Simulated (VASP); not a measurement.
# Ta (Im-3m) in VASP: notebook

Runs on Ta. Level: PBEsol. Tasks: relaxation of cell and atoms.

All numbers are computed with VASP 6.6.1; they aren't measurements. Logs are shortened: lines on timing, memory, paths and dates and some standing lists are left out, and cuts for length are marked.

### 1 The structure

Symmetry: Im-3m, No. 229, cubic system. Conventional cell: a = 3.303 Å, b = 3.303 Å, c = 3.303 Å, α = 90.00°, β = 90.00°, γ = 90.00°. Around Ta (site symmetry m-3m) lie 8 Ta at 2.86 Å.

### 2 Relaxation of cell and atoms, PBEsol

File INCAR:

```
SYSTEM = Ta
PREC = Accurate ; ENCUT = 520
EDIFF = 1E-7 ; ISMEAR = 0
SIGMA = 0.1 ; LREAL = .False.
LASPH = .True. ; NELM = 80
ALGO = Normal ; ISIF = 3
LWAVE = .False. ; LCHARG = .False.
GGA = PS ; IBRION = 2
NSW = 80 ; EDIFFG = -0.002
```

File KPOINTS:

```
Automatic mesh
0
Gamma
  18 18 18
  0 0 0
```

File POSCAR:

```
Ta
1.0
   -1.6512800000      1.6512800000      1.6512800000
    1.6512800000     -1.6512800000      1.6512800000
    1.6512800000      1.6512800000     -1.6512800000
Ta
1
Direct
    0.0000000000      0.0000000000      0.0000000000
```

Potentials or basis: VASP PAW PBE potentials, release 64 (Ta_pv).

Command:

```sh
cat potpaw_PBE.64/Ta_pv/POTCAR > POTCAR
mpirun -np 1 vasp_std > vasp.out
```

OUTCAR:

```text
SYSTEM = Ta
   PREC = Accurate
   ENCUT = 520
   EDIFF = 1E-7
   ISMEAR = 0
   LREAL = .False.
   LASPH = .True.
   NELM = 80
   ISIF = 3
   GGA = PS
   IBRION = 2
   NSW = 80
   EDIFFG = -0.002

 ion  position               nearest neighbor table
   1  0.000  0.000  0.000-

  LATTYP: Found a body centered cubic cell.
 ALAT       =     3.3025600000

  Lattice vectors:

 A1 = (  -1.6512800000,   1.6512800000,   1.6512800000)
 A2 = (   1.6512800000,  -1.6512800000,   1.6512800000)
 A3 = (   1.6512800000,   1.6512800000,  -1.6512800000)

Analysis of symmetry for initial positions (statically):
=====================================================================
 Subroutine PRICEL returns:
 Original cell was already a primitive cell.

 Routine SETGRP: Setting up the symmetry group for a
 body centered cubic supercell.

 Subroutine GETGRP returns: Found 48 space group operations
 (whereof 48 operations were pure point group operations)
 out of a pool of 48 trial point group operations.

The static configuration has the point symmetry O_h .

Analysis of symmetry for dynamics (positions and initial velocities):
=====================================================================
 Subroutine PRICEL returns:
 Original cell was already a primitive cell.

 Routine SETGRP: Setting up the symmetry group for a
 body centered cubic supercell.

 Subroutine GETGRP returns: Found 48 space group operations
 (whereof 48 operations were pure point group operations)
 out of a pool of 48 trial point group operations.

The dynamic configuration has the point symmetry O_h .

 Subroutine INISYM returns: Found 48 space group operations
 (whereof 48 operations are pure point group operations),
 and found     1 'primitive' translations

----------------------------------------------------------------------------------------

                                     Primitive cell

  volume of cell :      18.0104

  direct lattice vectors                    reciprocal lattice vectors
    -1.651280000  1.651280000  1.651280000     0.000000000  0.302795407  0.302795407
     1.651280000 -1.651280000  1.651280000     0.302795407  0.000000000  0.302795407
     1.651280000  1.651280000 -1.651280000     0.302795407  0.302795407  0.000000000

[... 97 lines left out ...]
   EFERMI_NEDOS =   21; number of points for ismear=-14 and -15
   IALGO  =     38    algorithm
   IMIX   =      4    mixing-type and parameters
     AMIX     =   0.40;   BMIX     =  1.00
     AMIX_MAG =   1.60;   BMIX_MAG =  1.00
  volume/ion in A,a.u.               =      18.01       121.54
  Fermi-wavevector in a.u.,A,eV,Ry     =   1.388988  2.624806 26.249534  1.929286
  Thomas-Fermi vector in A             =   2.513061
   LORBIT       =      0    0 simple, 1 ext, 2 COOP (PROOUT), +10 PAW based schemes
   GGA     = PS    functional components
   LHFCALC =     F    Hartree Fock is set to
   AEXX    =    0.0000 exact exchange contribution
   IVDW    =     0    specifies the selected vdW correction
   LEPSILON=     F    determine dielectric tensor
   LRPA    =     F    only Hartree local field effects (RPA)
 conjugate gradient relaxation of ions
 non-spin polarized calculation
 Gauss-broadening in eV      SIGMA  =   0.10
  energy-cutoff  :      520.00
  volume of cell :       18.01
 maximum number of plane-waves:       498
 NGX is ok and might be reduce to    24
   NGX = 11   NGY = 11   NGZ = 11

--------------------------------------- Ionic step        1  -------------------------------------------

 number of electron      11.0000002 magnetization

 Free energy of the ion-electron system (eV)
  ---------------------------------------------------
  ext. energy  EPLUGINS =         0.00000000
  ---------------------------------------------------
  free energy    TOTEN  =       -12.55132534 eV

  energy without entropy =      -12.54524886  energy(sigma->0) =      -12.54828710

------------------------ aborting loop because EDIFF is reached ----------------------------------------

  FORCE on cell =-STRESS in cart. coord.  units (eV):
  Direction    XX          YY          ZZ          XY          YZ          ZX
  --------------------------------------------------------------------------------------
  -------------------------------------------------------------------------------------
  Total       -0.4328290     -0.4328290     -0.4328290      0.0000000     -0.0000000      0.0000000
  in kB      -38.5039050    -38.5039050    -38.5039050      0.0000000     -0.0000000      0.0000000
  external PRESSURE =     -38.5039050 kB  Pullay stress =       0.0000000 kB
[... 162 lines left out ...]
--------------------------------------- Ionic step        6  -------------------------------------------

 number of electron      11.0000002 magnetization

 Free energy of the ion-electron system (eV)
  ---------------------------------------------------
  ext. energy  EPLUGINS =         0.00000000
  ---------------------------------------------------
  free energy    TOTEN  =       -12.55551521 eV

  energy without entropy =      -12.54956229  energy(sigma->0) =      -12.55253875

 E-fermi :   5.4857     XC(G=0): -12.8270

 val. band max:        5.4854568215   @ k =   0.1667   0.0000   0.0000
 cond. band min:       5.4894022838   @ k =  -0.1667   0.2222   0.0556
 fundamental gap:      0.0039454622
 Fermi energy:         5.4856853412

 k-point     1 :       0.0000    0.0000    0.0000
  band No.  band energies     occupation
      1     -27.4685      2.00000
      2     -27.4685      2.00000
      3     -27.4685      2.00000
      4      -2.5263      2.00000
      5       6.1981      0.00000
      6       6.1981      0.00000
      7       6.1981      0.00000
      8       9.5371      0.00000
      9       9.5371      0.00000
[... 265 lines left out ...]
 k-point    24 :       0.3889    0.1111    0.0000
  band No.  band energies     occupation
      1     -28.6486      2.00000
      2     -27.9083      2.00000
      3     -27.5324      2.00000
      4       1.4091      2.00000
      5       3.9941      2.00000
      6       6.2028      0.00000
      7       9.2940      0.00000
      8      10.6275      0.00000
      9      13.5741      0.00000

 [... further k-points ...]

------------------------ aborting loop because EDIFF is reached ----------------------------------------

  FORCE on cell =-STRESS in cart. coord.  units (eV):
  Direction    XX          YY          ZZ          XY          YZ          ZX
  --------------------------------------------------------------------------------------
  -------------------------------------------------------------------------------------
  Total        0.0000290      0.0000290      0.0000290      0.0000000      0.0000000      0.0000000
  in kB        0.0026309      0.0026309      0.0026309      0.0000000      0.0000000      0.0000000
  external PRESSURE =       0.0026309 kB  Pullay stress =       0.0000000 kB
[... 16 lines left out ...]
  FREE ENERGIE OF THE ION-ELECTRON SYSTEM (eV)
  ---------------------------------------------------
  free  energy   TOTEN  =       -12.5555152065 eV

  energy  without entropy=      -12.5495622894  energy(sigma->0) =      -12.55253875

 reached required accuracy - stopping structural energy minimisation
```

CONTCAR:

```text
Ta
   1.00000000000000
    -1.6407381020505689    1.6407381020505689    1.6407381020505689
     1.6407381020505689   -1.6407381020505689    1.6407381020505689
     1.6407381020505689    1.6407381020505689   -1.6407381020505689
  Ta
     1
Direct
     1.0000000000000000    1.0000000000000000    1.0000000000000000

  0.00000000E+00  0.00000000E+00  0.00000000E+00
```

It took 81 s on 1 thread of Intel Xeon Platinum 8259CL at 2.50GHz (Skylake/Cascade Lake), shared host; peak memory 0.17 GiB.

Results:

- Free energy: -12.5555 eV
- Relaxed volume: 17.67 Å³/atom
- Relaxed cell: a = 2.842 Å, b = 2.842 Å, c = 2.842 Å, α = 109.47°, β = 109.47°, γ = 109.47°
- Space group after relaxing (to 0.05 Å): Im-3m (No. 229)
- Energy gained by relaxing: 4.2 meV/atom
- Ionic steps: 6
- Pressure after relaxing: 0.0 GPa
- Band gap on the k mesh: none (metal or under the smearing width)

The path:
```
step  energy change (eV)  largest force (eV/Å)  pressure (GPa)  volume (Å³)
   1              0.0000                0.0000           -3.85        18.01
   2              0.0188                0.0000           10.08        16.91
   3             -0.0042                0.0000           -0.05        17.67
   4             -0.0042                0.0000            0.03        17.67
   5             -0.0042                0.0000           -0.05        17.67
   6             -0.0042                0.0000            0.00        17.67
```

Final structure:
```
CELL_PARAMETERS angstrom
-1.64074 1.64074 1.64074
1.64074 -1.64074 1.64074
1.64074 1.64074 -1.64074
ATOMIC_POSITIONS crystal
Ta 0.00000 0.00000 0.00000
```

Levels at points of the mesh, in eV from the Fermi level:
```tsv
k point	band 3	band 4	band 5	band 6	band 7	band 8
(0.00, 0.00, 0.00)	-32.95	-8.01	0.71	0.71	0.71	4.05
(0.50, 0.00, 0.00)	-32.96	-4.49	-1.62	1.69	3.94	5.00
(0.50, 0.50, 0.50)	-33.83	-3.94	-3.94	6.99	6.99	6.99
```

Caveat: the PAW data sets were made with another functional, which shifts forces and pressure a little.

### 3 Relaxation of cell and atoms, PBEsol

This run uses another cell than the first one, of 17.67 Å³/atom, 0.981 times its volume.

INCAR is that of step 2.

KPOINTS is that of step 2.

File POSCAR:

```
Ta                                      
1.0
   -1.6407381021      1.6407381021      1.6407381021
    1.6407381021     -1.6407381021      1.6407381021
    1.6407381021      1.6407381021     -1.6407381021
  Ta            
     1
Direct
     1.0000000000000000    1.0000000000000000    1.0000000000000000
```

Potentials or basis: VASP PAW PBE potentials, release 64 (Ta_pv).

Command:

```sh
cat potpaw_PBE.64/Ta_pv/POTCAR > POTCAR
mpirun -np 1 vasp_std > vasp.out
```

Wall time 24 s (1 thread of Intel Xeon Platinum 8259CL at 2.50GHz (Skylake/Cascade Lake), shared host); peak memory 0.16 GiB.

Results (log left out):

| Item | Value |
| --- | --- |
| Free energy | -12.5554 eV |
| Pressure after relaxing | 0.0 GPa |
| Band gap on the k mesh | none (metal or under the smearing width) |

Final structure:
```
Ta
1.0
    -1.64074    1.64074    1.64074
     1.64074   -1.64074    1.64074
     1.64074    1.64074   -1.64074
Ta
1
Direct
  0.00000 0.00000 0.00000
```

Levels at points of the mesh, in eV from the Fermi level:
```csv
k point,band 1,band 2,band 3,band 4,band 5,band 6,band 7,band 8,band 9
"(0.00, 0.00, 0.00)",-32.95,-32.95,-32.95,-8.01,0.71,0.71,0.71,4.05,4.05
"(0.50, 0.00, 0.00)",-34.21,-33.36,-32.96,-4.49,-1.62,1.69,3.94,5.00,7.99
"(0.50, 0.50, 0.50)",-33.83,-33.83,-33.83,-3.94,-3.94,6.99,6.99,6.99,8.83
```

Caveat: the relaxation stopped at its first step, so nothing moved; the PAW data sets were made with another functional, which shifts forces and pressure a little. The run has no spin-orbit coupling, so splittings on Ta are missing.
